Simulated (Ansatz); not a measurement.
Consider the substitution at a C–C bond: `C=C(C)C(C)=O` + `C[O][GeH]([OH])[Cl]` → `C[O][GeH]([Cl])[O]C` + `C=CC(C)=O`.

Isolated molecules relaxed with PBE0-D4/def2-TZVP in Ansatz; ΔE leaves out vibrations. CBS: MP2 limit from def2 TZ/QZ plus the TZ coupled-cluster correction, frozen cores. Functionals use def2-TZVPP. B3LYP here is the variant with VWN-RPA as its local correlation; programs differ in this. For Ge outer-core shells are correlated without core-valence functions, which leaves a few kJ/mol of doubt a bond. Scalar relativity is left out up to krypton. Each species was taken in one conformer, which may not be the lowest.

`C=C(C)C(C)=O`:

Cartesian coordinates in Å:
```
C 0.530 0.870 1.134
C 0.476 -0.151 0.280
C 1.484 -1.251 0.255
C -0.621 -0.258 -0.726
C -1.689 0.804 -0.781
O -0.643 -1.198 -1.489
H 1.327 0.949 1.866
H -0.211 1.660 1.137
H 2.249 -1.099 1.017
H 1.002 -2.218 0.419
H 1.962 -1.313 -0.725
H -2.222 0.872 0.170
H -1.254 1.785 -0.985
H -2.391 0.548 -1.571
```

`C[O][GeH]([OH])[Cl]`:

```xyz
10

C    -1.256   -0.825   -0.708
O    -0.702   -0.134    0.393
Ge    0.792    0.777    0.233
O     1.263    1.238    1.854
Cl    2.252   -0.545   -0.638
H    -1.559   -0.140   -1.509
H    -2.144   -1.350   -0.353
H    -0.557   -1.560   -1.121
H     0.687    2.037   -0.623
H     1.224    0.503    2.473
```

`C[O][GeH]([Cl])[O]C`:

Cartesian coordinates in Å:
```
C 0.472 -2.263 0.158
O -0.290 -1.095 -0.059
Ge -0.135 0.303 0.997
Cl 1.966 0.763 1.138
O -0.986 1.612 0.217
C -0.641 1.997 -1.102
H 0.225 -2.741 1.114
H 0.236 -2.963 -0.645
H 1.547 -2.057 0.138
H -0.711 0.105 2.396
H 0.390 2.361 -1.156
H -0.764 1.170 -1.808
H -1.312 2.808 -1.389
```

`C=CC(C)=O`:

Z-matrix (Å, degrees):
```
C
C 1 1.506
H 1 1.088 2 108.9
H 1 1.093 2 110.8 3 -120.5
H 1 1.093 2 110.7 3 120.4
C 2 1.481 1 119.1 3 179.6
O 2 1.211 1 121.4 3 -0.4
C 6 1.328 2 124.9 1 -0.0
H 6 1.086 2 113.9 1 180.0
H 8 1.084 6 121.4 2 180.0
H 8 1.084 6 122.0 2 -0.0
```

| level | ΔE (eV) |
| --- | --- |
| B3LYP | 0.65 |
| HF/def2-TZVPP | 0.59 |
| MP2/def2-TZVPP | 0.79 |
| CCSD(T)/def2-TZVPP | 0.71 |
| HF/def2-QZVPP | 0.59 |
| MP2/def2-QZVPP | 0.80 |
| HF/CBS(def2) | 0.59 |
| CCSD/CBS(def2) | 0.72 |

Q: What does CCSD(T)/CBS give? (Best estimate.)

A: The calculation gave: +0.73 eV. The listed levels differ from it by -0.08, -0.14, 0.06, -0.02, -0.14, 0.07, -0.14, -0.01 eV.

Largest T1 diagnostic among the species: 0.014.

In def2-TZVPP, CCSD(T) changes the Hartree–Fock value by +0.12 eV (the triples alone add +0.01 eV) and MP2 by +0.20 eV.

CCSD(T)/CBS has its own doubt, a few kJ/mol and more with outer-core shells, so smaller differences from it don't rank the levels.
